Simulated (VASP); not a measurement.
Here is a VASP 6.6.1 calculation.

INCAR

```
SYSTEM = BN
ALGO = Normal
EDIFF = 1E-6
EDIFFG = -0.01
ENCUT = 600
GGA = RE
IBRION = 2
ISIF = 3
ISMEAR = -5
IVDW = 11
LASPH = .TRUE.
LCHARG = .FALSE.
LREAL = .FALSE.
LWAVE = .FALSE.
NELM = 60
NSW = 60
PREC = Accurate
SIGMA = 0.05
```

The input KPOINTS:

```
k-points
0
G
  12 12 4
  0 0 0
```

File POSCAR:

```
BN
1.0
    2.4982400000      0.0000000000      0.0000000000
   -1.2491200000      2.1635393048      0.0000000000
    0.0000000000      0.0000000000      6.6357000000
N B
2 2
Direct
    0.6818220000      0.3360600000      0.2544100000
    0.2899960000      0.6684380000      0.7499940000
    0.6921790000      0.3285060000      0.7458540000
    0.3061540000      0.6725940000      0.2371150000
```

Potentials or basis: VASP PAW PBE potentials, release 54 (N, B).

Launch:

```bash
$ cat potpaw_PBE.54/N/POTCAR potpaw_PBE.54/B/POTCAR > POTCAR
$ mpirun -np 1 vasp_std > vasp.out
```

What does it give for the relaxed volume?

8.84 Å³/atom.

What does it give for the dispersion energy per atom?

-0.183 eV.

Predict the band gap on the k mesh.

4.24 eV, indirect (least direct gap 4.61 eV).

Predict the relaxed cell.

a = 2.515 Å, b = 2.515 Å, c = 6.450 Å, α = 89.96°, β = 90.07°, γ = 120.00°.

The path:
```
step  energy change (eV)  largest force (eV/Å)  pressure (GPa)  volume (Å³)
   1              0.0000                7.6801           12.40        35.87
   2              3.9891               15.6234           37.42        39.46
   3              0.2858                5.3062            1.94        37.67
   4             -0.6524                3.9500           -2.85        36.93
   5             -0.8130                3.0483           -0.62        36.44
   6             -0.8188                3.1100           -1.36        36.53
   7              0.1047                9.4556            6.62        36.67
   8             -0.9649                0.9473           -2.86        36.57
   9             -0.9651                0.9456           -2.87        36.56
  10             -0.9655                1.7239            2.58        35.95
  11             -1.0087                0.4715           -0.50        36.25
  12             -1.0167                0.2856            0.62        36.06
  13             -1.0180                0.1373            0.30        36.11
  14             -1.0187                0.1535           -0.59        36.14
  15             -1.0190                0.0694           -0.29        36.13
  16             -1.0194                0.0415           -0.46        36.09
  17             -1.0194                0.0579           -0.51        36.08
  18             -1.0197                0.0476           -0.38        36.00
  19             -1.0201                0.0843           -0.09        35.83
  20             -1.0204                0.0634           -0.04        35.77
  21             -1.0209                0.0644            0.08        35.59
  22             -1.0205                0.2152            0.37        35.23
  23             -1.0210                0.0995            0.15        35.49
  24             -1.0213                0.0620            0.10        35.42
  25             -1.0214                0.0256            0.02        35.34
  26             -1.0214                0.0247            0.01        35.34
  27             -1.0214                0.0139            0.00        35.34
  28             -1.0214                0.0146           -0.01        35.34
  29             -1.0214                0.0157           -0.01        35.34
  30             -1.0214                0.0096           -0.02        35.34
```

Caveat: the PAW data sets were made with another functional, which shifts forces and pressure a little. A k mesh can miss the band edges.
